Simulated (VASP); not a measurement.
Output of a VASP run:

OSZICAR:
```
       N       E                     dE             d eps       ncg     rms          rms(c)
DAV:   1     0.367146458383E+03    0.36715E+03   -0.19835E+04  2464   0.248E+03
DAV:   2     0.255782447661E+02   -0.34157E+03   -0.33294E+03  2536   0.515E+02
DAV:   3    -0.239782066781E+02   -0.49556E+02   -0.48622E+02  3346   0.196E+02
DAV:   4    -0.258184467086E+02   -0.18402E+01   -0.18329E+01  2956   0.401E+01
DAV:   5    -0.258811006505E+02   -0.62654E-01   -0.62633E-01  3180   0.700E+00    0.139E+01
DAV:   6    -0.213539534541E+02    0.45271E+01   -0.20724E+01  4284   0.598E+01    0.111E+01
DAV:   7    -0.214554202878E+02   -0.10147E+00   -0.22387E+00  2606   0.130E+01    0.326E+00
DAV:   8    -0.214243784908E+02    0.31042E-01   -0.25179E-01  3936   0.532E+00    0.183E+00
DAV:   9    -0.214155039845E+02    0.88745E-02   -0.61478E-02  4048   0.355E+00    0.477E-01
DAV:  10    -0.214129343927E+02    0.25696E-02   -0.12218E-02  3990   0.160E+00    0.168E-01
DAV:  11    -0.214137738293E+02   -0.83944E-03   -0.59862E-03  3784   0.697E-01    0.199E-01
DAV:  12    -0.214134901572E+02    0.28367E-03   -0.10561E-03  3812   0.410E-01    0.419E-02
DAV:  13    -0.214134851520E+02    0.50052E-05   -0.15568E-04  3550   0.894E-02    0.173E-02
DAV:  14    -0.214134864364E+02   -0.12844E-05   -0.52480E-06  3014   0.223E-02    0.727E-03
DAV:  15    -0.214134856511E+02    0.78529E-06   -0.46583E-06  3058   0.234E-02    0.241E-03
DAV:  16    -0.214134857132E+02   -0.62023E-07   -0.56700E-07  3508   0.789E-03
   1 F= -.21413486E+02 E0= -.21413576E+02  d E =0.272129E-03
```

**OUTCAR**
```
------------------------ aborting loop because EDIFF is reached ----------------------------------------
  FORCE on cell =-STRESS in cart. coord.  units (eV):
  Direction    XX          YY          ZZ          XY          YZ          ZX
  --------------------------------------------------------------------------------------
  Total       -0.0948206     -0.0948206      0.0215755      0.0000000     -0.0000000     -0.0000000
  in kB       -2.3586788     -2.3586789      0.5366936      0.0000000     -0.0000000     -0.0000000
  external PRESSURE =      -1.3935547 kB  Pullay stress =       0.0000000 kB
  volume of cell :       64.41
      direct lattice vectors                 reciprocal lattice vectors
     1.793021337 -3.105604128  0.000000000     0.278858924 -0.160999271  0.000000000
     1.793021337  3.105604128  0.000000000     0.278858924  0.160999271  0.000000000
     0.000000000  0.000000000  5.783396860     0.000000000  0.000000000  0.172908764
 POSITION                                       TOTAL-FORCE (eV/Angst)
 -----------------------------------------------------------------------------------
      1.79302     -1.03520      2.89085        -0.000000     -0.000000      0.002172
      1.79302      1.03520      5.78255        -0.000000      0.000000      0.002172
      1.79302     -1.03520      5.08445         0.000000     -0.000000     -0.002172
      1.79302      1.03520      2.19276         0.000000      0.000000     -0.002172
 -----------------------------------------------------------------------------------
    total drift:                               -0.000000      0.001546      0.000036
  FREE ENERGIE OF THE ION-ELECTRON SYSTEM (eV)
  ---------------------------------------------------
  free  energy   TOTEN  =       -21.4134857132 eV

  energy  without entropy=      -21.4137578418  energy(sigma->0) =      -21.41357642
```
(Selected blocks of OUTCAR.)

POSCAR:
```
InN
1
    1.7930213370    -3.1056041281     0.0000000000
    1.7930213370     3.1056041281     0.0000000000
    0.0000000000     0.0000000000     5.7833968599
In N
2 2
Direct
  0.6666670000   0.3333330000   0.4998532939
  0.3333330000   0.6666670000   0.9998532939
  0.6666670000   0.3333330000   0.8791467061
  0.3333330000   0.6666670000   0.3791467061
```

Problem. Reconstruct the remaining input files.

Solution. This is not unique; one that fits is the input of the run itself, PBE GGA, plane waves, VASP's PBE PAW potentials (set 64).

### KPOINTS
```
kpoints
0
gamma
  10 10 6
0 0 0
```

**INCAR**
```
! general
SYSTEM =InN
PREC   =Accurate
ENCUT  =600
LREAL  =.FALSE.
LASPH  =.TRUE.

! electronic loop
EDIFF  =1E-7
NELM   =100
ALGO   =Normal
LMAXMIX=4

! smearing
ISMEAR =1
SIGMA  =0.1

! functional
GGA    =PE

! ions
ISIF   =2

! output
LWAVE  =.FALSE.
LCHARG =.FALSE.
```

POTCAR, in this order: In_d N (PBE.64 set). Program: vasp_std.

The compound is InN in the wurtzite structure. It was relaxed first.
